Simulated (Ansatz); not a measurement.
# SiC (Moissanite 3C) under changes of volume

One of the cells (10.346 Å³/atom); the others are scaled copies at fixed shape and fractional positions:

```
Si C
1.0
     0.00000    2.17900    2.17900
     2.17900    0.00000    2.17900
     2.17900    2.17900    0.00000
Si C
1 1
Direct
  0.00000 0.00000 0.00000
  0.75000 0.75000 0.75000
```

```yaml
Program: Ansatz 0.2.0
Functional: PBEsol0
Potentials_or_basis: Ansatz PAW
Cutoff: "420 eV (not typed: the program's choice for these potentials)"
k_mesh: 5 × 5 × 5
Occupations: fermi-dirac, width 0.05 eV
Spin: no spin polarisation
```

```tsv
volume (Å³/atom)	energy over the lowest point (meV/atom)	pressure (GPa)
9.725	16.08	11.8
9.932	4.57	6.1
10.139	0.00	0.9
10.346	1.97	-3.8
10.553	9.70	-8.1
10.760	?	?
10.967	40.48	-15.5
```

Problem. What does the run at 10.760 Å³/atom give?

Solution. Energy over the lowest point 22.76 meV/atom; pressure -12.0 GPa.

Worked out: A Birch-Murnaghan fit of order 3 (a polynomial in V^(-2/3)) to the other rows has its minimum at 10.18 Å³/atom with B0 = V·E''(V) = 239 GPa and B' = 3.8. It gives 22.69 meV/atom at 10.760 Å³/atom, against the run's 22.76, and -dE/dV = -12.0 GPa, against -12.0.

Energies are extrapolated to zero smearing.

Caveats: all runs use coarse meshes; the PAW data sets come from PBE, with cores solved anew for the run's functional, which leaves a small shift of forces and pressure; the thresholds are loose for stress.
